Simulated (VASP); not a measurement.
# CdSe (F-43m) in VASP: band structure with PBEsol

Aim: the band structure of CdSe with PBEsol.

Program: VASP 6.6.1. These are calculated values, not measurements. Logs are shortened: lines on timing, memory, paths and dates and some standing lists are left out, and cuts for length are marked.

### Step 1. The crystal as given

The structure is cubic, space group F-43m (No. 216). The conventional cell has a = 6.092 Å, b = 6.092 Å, c = 6.092 Å, α = 90.00°, β = 90.00°, γ = 90.00°. Cd (site symmetry -43m) is surrounded by 4 Se at 2.64 Å. Around Se (site symmetry -43m) lie 4 Cd at 2.64 Å.

Measurements of this composition are mostly on another form, of space group No. 186.

### Step 2. Band structure, PBEsol

Contents of INCAR:

```
SYSTEM = CdSe
  PREC = Accurate
  ENCUT = 520
  EDIFF = 1E-6
  ISMEAR = 0
  SIGMA = 0.03
  LREAL = .False.
  LASPH = .True.
  NELM = 80
  ALGO = Fast
  ISIF = 2
  LWAVE = .False.
  LCHARG = .False.
  GGA = PS
  NBANDS = 16
  ICORELEVEL = 1
```

Contents of KPOINTS:

```
regular mesh
0
Gamma
  8 8 8
  0 0 0
```

Contents of POSCAR:

```
CdSe                                    
1.0
    0.0000000000      3.0462087306      3.0462087306
    3.0462087306      0.0000000000      3.0462087306
    3.0462087306      3.0462087306      0.0000000000
  Cd              Se            
     1     1
Direct
     0.0000000000000000    0.0000000000000000    0.0000000000000000
     0.7500000000000000    0.7500000000000000    0.7500000000000000
```

Contents of KPOINTS_OPT:

```
explicit points
209
Reciprocal
 0.0000000000  0.0000000000  0.0000000000 1
 0.0263157895  0.0000000000  0.0263157895 1
 0.0526315789  0.0000000000  0.0526315789 1
 0.0789473684  0.0000000000  0.0789473684 1
 0.1052631579  0.0000000000  0.1052631579 1
 0.1315789474  0.0000000000  0.1315789474 1
[... 201 lines left out ...]
 0.4250000000  0.0000000000  0.4250000000 1
 0.4500000000  0.0000000000  0.4500000000 1
```

Potentials or basis: VASP PAW PBE potentials, release 64 (Cd, Se).

The run is started by

```console
> cat potpaw_PBE.64/Cd/POTCAR potpaw_PBE.64/Se/POTCAR > POTCAR
> mpirun -np 1 vasp_std > vasp.out
```

OUTCAR:

```text
SYSTEM = CdSe
   PREC = Accurate
   ENCUT = 520
   EDIFF = 1E-6
   ISMEAR = 0
   LREAL = .False.
   LASPH = .True.
   NELM = 80
   ISIF = 2
   GGA = PS

 ion  position               nearest neighbor table
   1  0.000  0.000  0.000-   2 2.64   2 2.64   2 2.64   2 2.64
   2  0.750  0.750  0.750-   1 2.64   1 2.64   1 2.64   1 2.64

  LATTYP: Found a face centered cubic cell.
 ALAT       =     6.0924174612

  Lattice vectors:

 A1 = (   0.0000000000,   3.0462087306,   3.0462087306)
 A2 = (   3.0462087306,   0.0000000000,   3.0462087306)
 A3 = (   3.0462087306,   3.0462087306,   0.0000000000)

Analysis of symmetry for initial positions (statically):
=====================================================================
 Subroutine PRICEL returns:
 Original cell was already a primitive cell.

 Routine SETGRP: Setting up the symmetry group for a
 face centered cubic supercell.

 Subroutine GETGRP returns: Found 24 space group operations
 (whereof 24 operations were pure point group operations)
 out of a pool of 48 trial point group operations.

The static configuration has the point symmetry T_d .

Analysis of symmetry for dynamics (positions and initial velocities):
=====================================================================
 Subroutine PRICEL returns:
 Original cell was already a primitive cell.

 Routine SETGRP: Setting up the symmetry group for a
 face centered cubic supercell.

 Subroutine GETGRP returns: Found 24 space group operations
 (whereof 24 operations were pure point group operations)
 out of a pool of 48 trial point group operations.

The dynamic configuration has the point symmetry T_d .

 Subroutine INISYM returns: Found 24 space group operations
 (whereof 24 operations are pure point group operations),
 and found     1 'primitive' translations

----------------------------------------------------------------------------------------

                                     Primitive cell

  volume of cell :      56.5339

  direct lattice vectors                    reciprocal lattice vectors
     0.000000000  3.046208731  3.046208731    -0.164138457  0.164138457  0.164138457
     3.046208731  0.000000000  3.046208731     0.164138457 -0.164138457  0.164138457
     3.046208731  3.046208731  0.000000000     0.164138457  0.164138457 -0.164138457

  length of vectors
     4.307989701  4.307989701  4.307989701     0.284296147  0.284296147  0.284296147

  position of ions in fractional coordinates (direct lattice)
     0.000000000  0.000000000  0.000000000
     0.750000000  0.750000000  0.750000000

  ion indices of the primitive-cell ions
   primitive index   ion index
                 1           1
                 2           2

----------------------------------------------------------------------------------------

 KPOINTS: regular mesh

Automatic generation of k-mesh.
 Grid dimensions read from file:
 generate k-points for:    8    8    8

 Generating k-lattice:

  Cartesian coordinates                     Fractional coordinates (reciprocal lattice)
    -0.020517307  0.020517307  0.020517307     0.125000000  0.000000000  0.000000000
     0.020517307 -0.020517307  0.020517307     0.000000000  0.125000000  0.000000000
     0.020517307  0.020517307 -0.020517307     0.000000000  0.000000000  0.125000000

  Length of vectors
     0.035537018  0.035537018  0.035537018

  Shift w.r.t. Gamma in fractional coordinates (k-lattice)
     0.000000000  0.000000000  0.000000000

 Subroutine IBZKPT returns following result:
 ===========================================

 Found     29 irreducible k-points:

 Following reciprocal coordinates:
            Coordinates               Weight
  0.000000  0.000000  0.000000      1.000000
  0.125000  0.000000  0.000000      8.000000
  0.250000  0.000000  0.000000      8.000000
  0.375000  0.000000  0.000000      8.000000
  0.500000  0.000000  0.000000      4.000000
  0.125000  0.125000  0.000000      6.000000
[... 16 lines left out ...]
  0.500000  0.250000  0.125000     48.000000
 -0.375000  0.250000  0.125000     24.000000
 [... further k-points ...]
   k-points           NKPTS =     29   k-points in BZ     NKDIM =     29   number of bands    NBANDS=     16
   number of dos      NEDOS =    301   number of ions     NIONS =      2
   total plane-waves  NPLWV =  32768
   dimension x,y,z NGX =    32 NGY =   32 NGZ =   32
   dimension x,y,z NGXF=    64 NGYF=   64 NGZF=   64
   ions per type =               1   1
   NGX,Y,Z   is equivalent  to a cutoff of  12.35, 12.35, 12.35 a.u.
   NGXF,Y,Z  is equivalent  to a cutoff of  24.70, 24.70, 24.70 a.u.
 SYSTEM =  CdSe
   PREC   = accura    normal or accurate (medium, high low for compatibility)
   ISTART =      0    job   : 0-new  1-cont  2-samecut
   ICHARG =      2    charge: 1-file 2-atom 10-const
   ISPIN  =      1    spin polarized calculation?
   LNONCOLLINEAR =      F non collinear calculations
   LSORBIT =      F    spin-orbit coupling
   LASPH  =      T    aspherical Exc in radial PAW
   ENCUT  =  520.0 eV  38.22 Ry    6.18 a.u.   8.01  8.01  8.01*2*pi/ulx,y,z
   NELM   =     80;   NELMIN=  2; NELMDL= -5     # of ELM steps
   EDIFF  = 0.1E-05   stopping-criterion for ELM
   LREAL  =      F    real-space projection
   EDIFFG = 0.1E-04   stopping-criterion for IOM
   NSW    =      0    number of steps for IOM
   IBRION =     -1    ionic relax: 0-MD 1-quasi-New 2-CG
   NFREE  =      0    steps in history (QN), initial steepest desc. (CG)
   ISIF   =      2    stress and relaxation
   ISYM   =      2    0-nonsym 1-usesym 2-fastsym
   POTIM  = 0.5000    time-step for ionic-motion
   TEBEG  =    0.0;   TEEND  =   0.0 temperature during run
   PSTRESS=    0.0 pullay stress
   NELECT =      18.0000    total number of electrons
   NUPDOWN=      -1.0000    fix difference up-down
   EMIN   =  10.00;   EMAX   =-10.00  energy-range for DOS
   EFERMI =   0.00;   METHOD = LEGACY
   ISMEAR =     0;   SIGMA  =   0.03  broadening in eV -4-tet -1-fermi 0-gaus
   EFERMI_NEDOS =   21; number of points for ismear=-14 and -15
   IALGO  =     68    algorithm
   IMIX   =      4    mixing-type and parameters
     AMIX     =   0.40;   BMIX     =  1.00
     AMIX_MAG =   1.60;   BMIX_MAG =  1.00
  volume/ion in A,a.u.               =      28.27       190.75
  Fermi-wavevector in a.u.,A,eV,Ry     =   1.117882  2.112491 17.002662  1.249660
  Thomas-Fermi vector in A             =   2.254509
   LORBIT       =      0    0 simple, 1 ext, 2 COOP (PROOUT), +10 PAW based schemes
   GGA     = PS    functional components
   LHFCALC =     F    Hartree Fock is set to
   AEXX    =    0.0000 exact exchange contribution
   IVDW    =     0    specifies the selected vdW correction
   LEPSILON=     F    determine dielectric tensor
   LRPA    =     F    only Hartree local field effects (RPA)
 non-spin polarized calculation
 RMM-DIIS sequential band-by-band and
 Gauss-broadening in eV      SIGMA  =   0.03
  energy-cutoff  :      520.00
  volume of cell :       56.53
 maximum number of plane-waves:      1540
   NGX = 17   NGY = 17   NGZ = 17

 number of electron      18.0000004 magnetization

 Free energy of the ion-electron system (eV)
  ---------------------------------------------------
  ext. energy  EPLUGINS =         0.00000000
  ---------------------------------------------------
  free energy    TOTEN  =        -6.17738881 eV

  energy without entropy =       -6.17738881  energy(sigma->0) =       -6.17738881

 the core state eigenenergies are
   1-  1s -26514.7635  2s  -3931.9297  2p  -3527.1857  3s   -728.7766  3p   -596.0659
       3d   -388.5195  4s   -100.9092  4p    -61.9610
   2-  1s -12495.9276  2s  -1599.4460  2p  -1405.7939  3s   -206.1215  3p   -145.5926
       3d    -45.7800

 E-fermi :   0.9089     XC(G=0):  -9.0767

 val. band max:        0.7731640809   @ k =   0.0000   0.0000   0.0000
 cond. band min:       1.2457555019   @ k =   0.0000   0.0000   0.0000
 fundamental gap:      0.4725914209
 Fermi energy:         0.9089092122

 k-point     1 :       0.0000    0.0000    0.0000
  band No.  band energies     occupation
      1     -11.8230      2.00000
      2      -7.1234      2.00000
      3      -7.1234      2.00000
      4      -7.1234      2.00000
      5      -6.7474      2.00000
      6      -6.7474      2.00000
[... 8 lines left out ...]
     15      11.8265      0.00000
     16      11.8265      0.00000

 k-point     2 :       0.1250    0.0000    0.0000
  band No.  band energies     occupation
      1     -11.7689      2.00000
      2      -7.1061      2.00000
      3      -7.1061      2.00000
      4      -7.0765      2.00000
      5      -6.7483      2.00000
      6      -6.7483      2.00000
[... 8 lines left out ...]
     15      11.0193      0.00000
     16      11.0798      0.00000

 k-point     3 :       0.2500    0.0000    0.0000
  band No.  band energies     occupation
      1     -11.6368      2.00000
      2      -7.0685      2.00000
      3      -7.0685      2.00000
      4      -6.9158      2.00000
      5      -6.7454      2.00000
      6      -6.7454      2.00000
[... 8 lines left out ...]
     15      10.7688      0.00000
     16      10.7688      0.00000

 k-point     4 :       0.3750    0.0000    0.0000
  band No.  band energies     occupation
      1     -11.5028      2.00000
      2      -7.0387      2.00000
      3      -7.0387      2.00000
      4      -6.7327      2.00000
      5      -6.7327      2.00000
      6      -6.6402      2.00000
[... 8 lines left out ...]
     15      11.6513      0.00000
     16      11.6513      0.00000
[... 155 lines left out ...]
      1     -11.5760      2.00000
      2      -7.0020      2.00000
      3      -7.0020      2.00000
      4      -6.9675      2.00000
      5      -6.7563      2.00000
      6      -6.7180      2.00000
[... 8 lines left out ...]
     15      12.3432      0.00000
     16      13.8328      0.00000

 k-point    14 :       0.3750    0.2500    0.0000
  band No.  band energies     occupation
      1     -11.4698      2.00000
      2      -6.9852      2.00000
      3      -6.9587      2.00000
      4      -6.8752      2.00000
      5      -6.7088      2.00000
      6      -6.6503      2.00000
[... 8 lines left out ...]
     15      12.7499      0.00000
     16      13.7817      0.00000

 k-point    15 :       0.5000    0.2500    0.0000
  band No.  band energies     occupation
      1     -11.3893      2.00000
      2      -6.9845      2.00000
      3      -6.9427      2.00000
      4      -6.8135      2.00000
      5      -6.7130      2.00000
      6      -6.4261      2.00000
[... 8 lines left out ...]
     15      13.0850      0.00000
     16      13.7341      0.00000

 k-point    16 :      -0.3750    0.2500    0.0000
  band No.  band energies     occupation

------------------------ aborting loop because EDIFF is reached ----------------------------------------

  FORCE on cell =-STRESS in cart. coord.  units (eV):
  Direction    XX          YY          ZZ          XY          YZ          ZX
  --------------------------------------------------------------------------------------
  -------------------------------------------------------------------------------------
  Total        0.0216580      0.0216580      0.0216580      0.0000000      0.0000000     -0.0000000
  in kB        0.6137911      0.6137911      0.6137911      0.0000000      0.0000000     -0.0000000
  external PRESSURE =       0.6137911 kB  Pullay stress =       0.0000000 kB

 VOLUME and BASIS-vectors are now :
 -----------------------------------------------------------------------------
  energy-cutoff  :      520.00
  volume of cell :       56.53
      direct lattice vectors                 reciprocal lattice vectors
     0.000000000  3.046208731  3.046208731    -0.164138457  0.164138457  0.164138457
     3.046208731  0.000000000  3.046208731     0.164138457 -0.164138457  0.164138457
     3.046208731  3.046208731  0.000000000     0.164138457  0.164138457 -0.164138457

 POSITION                                       TOTAL-FORCE (eV/Angst)
 -----------------------------------------------------------------------------------
      0.00000      0.00000      0.00000         0.000000      0.000000      0.000000
      4.56931      4.56931      4.56931        -0.000000     -0.000000     -0.000000
 -----------------------------------------------------------------------------------
    total drift:                                0.000000      0.000000      0.000000

  FREE ENERGIE OF THE ION-ELECTRON SYSTEM (eV)
  ---------------------------------------------------
  free  energy   TOTEN  =        -6.1773888149 eV

  energy  without entropy=       -6.1773888149  energy(sigma->0) =       -6.17738881
```

Wall time 41 s (1 thread of Intel Xeon 6975P-C (Granite Rapids), shared host); peak memory 0.2 GiB.

Results:

```
Free energy             : -6.1774 eV
Pressure                : 0.1 GPa
Band gap on the k mesh  : 0.47 eV, direct
Band gap along the path : 0.47 eV, direct
```

Levels at the corners of the path, in eV from the valence-band top:
```tsv
point	band 6	band 7	band 8	band 9	band 10	band 11	band 12	band 13
Γ	-7.52	0.00	0.00	0.00	0.47	5.85	5.85	5.85
X	-7.17	-4.11	-1.86	-1.86	3.01	3.67	8.96	10.10
X	-7.17	-4.11	-1.86	-1.86	3.01	3.67	8.96	10.10
W	-7.04	-4.01	-2.25	-2.23	4.97	5.10	6.36	7.46
W	-7.04	-4.01	-2.25	-2.23	4.97	5.10	6.36	7.46
K	-7.08	-4.04	-2.55	-1.53	3.60	5.07	8.12	8.52
K	-7.08	-4.04	-2.55	-1.53	3.60	5.07	8.12	8.52
Γ	-7.52	0.00	0.00	0.00	0.47	5.85	5.85	5.85
Γ	-7.52	0.00	0.00	0.00	0.47	5.85	5.85	5.85
L	-7.23	-4.42	-0.75	-0.75	2.28	6.36	6.36	7.27
L	-7.23	-4.42	-0.75	-0.75	2.28	6.36	6.36	7.27
U	-7.08	-4.04	-2.55	-1.53	3.60	5.07	8.12	8.52
U	-7.08	-4.04	-2.55	-1.53	3.60	5.07	8.12	8.52
W	-7.04	-4.01	-2.25	-2.23	4.97	5.10	6.36	7.46
W	-7.04	-4.01	-2.25	-2.23	4.97	5.10	6.36	7.46
L	-7.23	-4.42	-0.75	-0.75	2.28	6.36	6.36	7.27
L	-7.23	-4.42	-0.75	-0.75	2.28	6.36	6.36	7.27
K	-7.08	-4.04	-2.55	-1.53	3.60	5.07	8.12	8.52
U	-7.08	-4.04	-2.55	-1.53	3.60	5.07	8.12	8.52
X	-7.17	-4.11	-1.86	-1.86	3.01	3.67	8.96	10.10
```

Core levels (eV, on the scale of the bands):
```
atom                                                                                     levels
1 Cd  1s -26514.8, 2s -3931.9, 2p -3527.2, 3s -728.8, 3p -596.1, 3d -388.5, 4s -100.9, 4p -62.0
2 Se                        1s -12495.9, 2s -1599.4, 2p -1405.8, 3s -206.1, 3p -145.6, 3d -45.8
```

Caveat: the PAW data sets were made with another functional, which shifts forces and pressure a little.
